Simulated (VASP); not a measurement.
# Mo (Im-3m) in VASP: notebook

One crystal, Mo, is run at these levels: PBE; tasks: relaxation of cell and atoms, vibrations by finite differences.

Program: VASP 6.6.1. These are calculated values, not measurements. Logs are shortened: lines on timing, memory, paths and dates and some standing lists are left out, and cuts for length are marked.

**1. The crystal as given**

It takes space group Im-3m (No. 229, cubic). The conventional cell has a = 3.147 Å, b = 3.147 Å, c = 3.147 Å, α = 90.00°, β = 90.00°, γ = 90.00°. Mo (site symmetry m-3m) is surrounded by 8 Mo at 2.73 Å.

**2. Relaxation of cell and atoms, PBE, target pressure 22 GPa, at which the enthalpy is minimised**

INCAR

```
SYSTEM = Mo
  PREC = Accurate
  ENCUT = 520
  EDIFF = 1E-7
  ISMEAR = 0
  SIGMA = 0.1
  LREAL = .FALSE.
  LASPH = .TRUE.
  NELM = 100
  ALGO = Fast
  ISIF = 3
  LWAVE = .FALSE.
  LCHARG = .FALSE.
  GGA = PE
  IBRION = 2
  NSW = 80
  EDIFFG = -0.002
  PSTRESS = 220.0
```

KPOINTS

```
regular mesh
0
G
  6 6 6
  0 0 0
```

POSCAR

```
Mo
1.0
   -1.5734150000      1.5734150000      1.5734150000
    1.5734150000     -1.5734150000      1.5734150000
    1.5734150000      1.5734150000     -1.5734150000
Mo
1
Direct
    0.0000000000      0.0000000000      0.0000000000
```

Potentials or basis: VASP PAW PBE potentials, release 64 (Mo_sv).

Launch:

```sh
$ cat potpaw_PBE.64/Mo_sv/POTCAR > POTCAR
$ mpirun -np 1 vasp_std > vasp.out
```

OUTCAR:

```text
SYSTEM = Mo
   PREC = Accurate
   ENCUT = 520
   EDIFF = 1E-7
   ISMEAR = 0
   LREAL = .FALSE.
   LASPH = .TRUE.
   NELM = 100
   ISIF = 3
   GGA = PE
   IBRION = 2
   NSW = 80
   EDIFFG = -0.002
   PSTRESS = 220.0

 ion  position               nearest neighbor table
   1  0.000  0.000  0.000-

  LATTYP: Found a body centered cubic cell.
 ALAT       =     3.1468300000

  Lattice vectors:

 A1 = (  -1.5734150000,   1.5734150000,   1.5734150000)
 A2 = (   1.5734150000,  -1.5734150000,   1.5734150000)
 A3 = (   1.5734150000,   1.5734150000,  -1.5734150000)

Analysis of symmetry for initial positions (statically):
=====================================================================
 Subroutine PRICEL returns:
 Original cell was already a primitive cell.

 Routine SETGRP: Setting up the symmetry group for a
 body centered cubic supercell.

 Subroutine GETGRP returns: Found 48 space group operations
 (whereof 48 operations were pure point group operations)
 out of a pool of 48 trial point group operations.

The static configuration has the point symmetry O_h .

Analysis of symmetry for dynamics (positions and initial velocities):
=====================================================================
 Subroutine PRICEL returns:
 Original cell was already a primitive cell.

 Routine SETGRP: Setting up the symmetry group for a
 body centered cubic supercell.

 Subroutine GETGRP returns: Found 48 space group operations
 (whereof 48 operations were pure point group operations)
 out of a pool of 48 trial point group operations.

The dynamic configuration has the point symmetry O_h .

 Subroutine INISYM returns: Found 48 space group operations
 (whereof 48 operations are pure point group operations),
 and found     1 'primitive' translations

----------------------------------------------------------------------------------------

                                     Primitive cell

  volume of cell :      15.5808

  direct lattice vectors                    reciprocal lattice vectors
    -1.573415000  1.573415000  1.573415000     0.000000000  0.317780115  0.317780115
     1.573415000 -1.573415000  1.573415000     0.317780115  0.000000000  0.317780115
     1.573415000  1.573415000 -1.573415000     0.317780115  0.317780115  0.000000000

  length of vectors
     2.725234721  2.725234721  2.725234721     0.449408949  0.449408949  0.449408949

  position of ions in fractional coordinates (direct lattice)
     0.000000000  0.000000000  0.000000000
[... 59 lines left out ...]
   ISTART =      0    job   : 0-new  1-cont  2-samecut
   ICHARG =      2    charge: 1-file 2-atom 10-const
   ISPIN  =      1    spin polarized calculation?
   LNONCOLLINEAR =      F non collinear calculations
   LSORBIT =      F    spin-orbit coupling
   LASPH  =      T    aspherical Exc in radial PAW
   ENCUT  =  520.0 eV  38.22 Ry    6.18 a.u.   5.07  5.07  5.07*2*pi/ulx,y,z
   NELM   =    100;   NELMIN=  2; NELMDL= -5     # of ELM steps
   EDIFF  = 0.1E-06   stopping-criterion for ELM
   LREAL  =      F    real-space projection
   EDIFFG = -.2E-02   stopping-criterion for IOM
   NSW    =     80    number of steps for IOM
   IBRION =      2    ionic relax: 0-MD 1-quasi-New 2-CG
   NFREE  =      1    steps in history (QN), initial steepest desc. (CG)
   ISIF   =      3    stress and relaxation
   ISYM   =      2    0-nonsym 1-usesym 2-fastsym
   POTIM  = 0.5000    time-step for ionic-motion
   TEBEG  =    0.0;   TEEND  =   0.0 temperature during run
   PSTRESS=  220.0 pullay stress
   NELECT =      14.0000    total number of electrons
   NUPDOWN=      -1.0000    fix difference up-down
   EMIN   =  10.00;   EMAX   =-10.00  energy-range for DOS
   EFERMI =   0.00;   METHOD = LEGACY
   ISMEAR =     0;   SIGMA  =   0.10  broadening in eV -4-tet -1-fermi 0-gaus
   EFERMI_NEDOS =   21; number of points for ismear=-14 and -15
   IALGO  =     68    algorithm
   IMIX   =      4    mixing-type and parameters
     AMIX     =   0.40;   BMIX     =  1.00
     AMIX_MAG =   1.60;   BMIX_MAG =  1.00
  volume/ion in A,a.u.               =      15.58       105.14
  Fermi-wavevector in a.u.,A,eV,Ry     =   1.579747  2.985289 33.954710  2.495601
  Thomas-Fermi vector in A             =   2.680079
   LORBIT       =      0    0 simple, 1 ext, 2 COOP (PROOUT), +10 PAW based schemes
   GGA     = PE    functional components
   LHFCALC =     F    Hartree Fock is set to
   AEXX    =    0.0000 exact exchange contribution
   IVDW    =     0    specifies the selected vdW correction
   LEPSILON=     F    determine dielectric tensor
   LRPA    =     F    only Hartree local field effects (RPA)
 conjugate gradient relaxation of ions
 non-spin polarized calculation
 RMM-DIIS sequential band-by-band and
 Gauss-broadening in eV      SIGMA  =   0.10
  energy-cutoff  :      520.00
  volume of cell :       15.58
 maximum number of plane-waves:       430
   NGX = 11   NGY = 11   NGZ = 11

--------------------------------------- Ionic step        1  -------------------------------------------

 number of electron      14.0000001 magnetization

 Free energy of the ion-electron system (eV)
  ---------------------------------------------------
  ext. energy  EPLUGINS =         0.00000000
  ---------------------------------------------------
  free energy    TOTEN  =       -10.99746029 eV

  energy without entropy =      -10.99739020  energy(sigma->0) =      -10.99742524

------------------------ aborting loop because EDIFF is reached ----------------------------------------

  FORCE on cell =-STRESS in cart. coord.  units (eV):
  Direction    XX          YY          ZZ          XY          YZ          ZX
  --------------------------------------------------------------------------------------
  -------------------------------------------------------------------------------------
  Total        0.3636713      0.3636713      0.3636713      0.0000000      0.0000000     -0.0000000
  in kB       37.3963943     37.3963943     37.3963943      0.0000000      0.0000000     -0.0000000
  external PRESSURE =    -182.6036057 kB  Pullay stress =     220.0000000 kB
[... 135 lines left out ...]
--------------------------------------- Ionic step        5  -------------------------------------------

 number of electron      13.9999997 magnetization

 Free energy of the ion-electron system (eV)
  ---------------------------------------------------
  ext. energy  EPLUGINS =         0.00000000
  ---------------------------------------------------
  free energy    TOTEN  =       -10.93000615 eV

  energy without entropy =      -10.92997382  energy(sigma->0) =      -10.92998998

 E-fermi :  13.5453     XC(G=0): -13.7406

 val. band max:       13.3151509330   @ k =   0.1667   0.0000   0.0000
 cond. band min:      13.7888977231   @ k =  -0.3333   0.3333   0.1667
 fundamental gap:      0.4737467901
 Fermi energy:        13.5452511918

 k-point     1 :       0.0000    0.0000    0.0000
  band No.  band energies     occupation
      1     -47.7252      2.00000
      2     -20.8346      2.00000
      3     -20.8346      2.00000
      4     -20.8346      2.00000
      5       6.1730      2.00000
      6      12.0967      2.00000
      7      12.0967      2.00000
      8      12.0967      2.00000
      9      15.3555      0.00000
     10      15.3555      0.00000
     11      28.5160      0.00000
[... 240 lines left out ...]
  energy  without entropy=      -10.9299738206  energy(sigma->0) =      -10.92998998

  enthalpy is  TOTEN    =        -8.9101787207 eV   P V=        2.0198274264

 reached required accuracy - stopping structural energy minimisation
```

OSZICAR:

```text
N       E                     dE             d eps       ncg     rms          rms(c)
DAV:   1     0.890957504870E+02    0.89096E+02   -0.82605E+03   352   0.131E+03
DAV:   2    -0.102822912689E+02   -0.99378E+02   -0.96218E+02   391   0.343E+02
DAV:   3    -0.116453395256E+02   -0.13630E+01   -0.13508E+01   394   0.395E+01
[... 57 lines left out ...]
RMM:   2    -0.109300181145E+02    0.20213E-03   -0.37913E-04   352   0.219E-01    0.351E-02
RMM:   3    -0.109300016555E+02    0.16459E-04   -0.10675E-04   352   0.112E-01    0.325E-02
RMM:   4    -0.109300073044E+02   -0.56489E-05   -0.71261E-06   352   0.339E-02    0.173E-02
RMM:   5    -0.109300062012E+02    0.11033E-05   -0.34530E-06   355   0.239E-02    0.827E-04
RMM:   6    -0.109300061471E+02    0.54037E-07   -0.43986E-07   258   0.890E-03
   5 F= -.89101787E+01 E0= -.89101626E+01  d E =-.521675E-01
```

Wall time 9.8 s (1 thread of Intel Xeon 6975P-C (Granite Rapids), shared host); peak memory 0.12 GiB.

What came out:

* Free energy: -10.9300 eV
* Relaxed volume: 14.71 Å³/atom
* Relaxed cell: a = 2.673 Å, b = 2.673 Å, c = 2.673 Å, α = 109.47°, β = 109.47°, γ = 109.47°
* Space group after relaxing (to 0.05 Å): Im-3m (No. 229)
* Energy change on relaxing (the enthalpy is what falls): +67.5 meV/atom
* Ionic steps: 5
* Pressure after relaxing: 22.0 GPa
* Band gap on the k mesh: none (metal or under the smearing width)

Step by step:
```csv
step,energy change (eV),largest force (eV/Å),pressure (GPa),volume (Å³)
1,0.0000,0.0000,3.74,15.58
2,1.2871,0.0000,135.36,11.91
3,0.0566,0.0000,20.01,14.79
4,0.0652,0.0000,21.60,14.73
5,0.0675,0.0000,21.99,14.71
```

Final structure:
```xyz
1
Lattice="-1.5435 1.5435 1.5435 1.5435 -1.5435 1.5435 1.5435 1.5435 -1.5435" Properties=species:S:1:pos:R:3 pbc="T T T"
Mo    0.0000    0.0000    0.0000
```

Caveat: the k mesh is coarse (spacing up to 0.47 Å⁻¹), so the values aren't converged; the cell is relaxed towards a set pressure, so the enthalpy falls and the energy may rise.

[end of part 1 of 3]
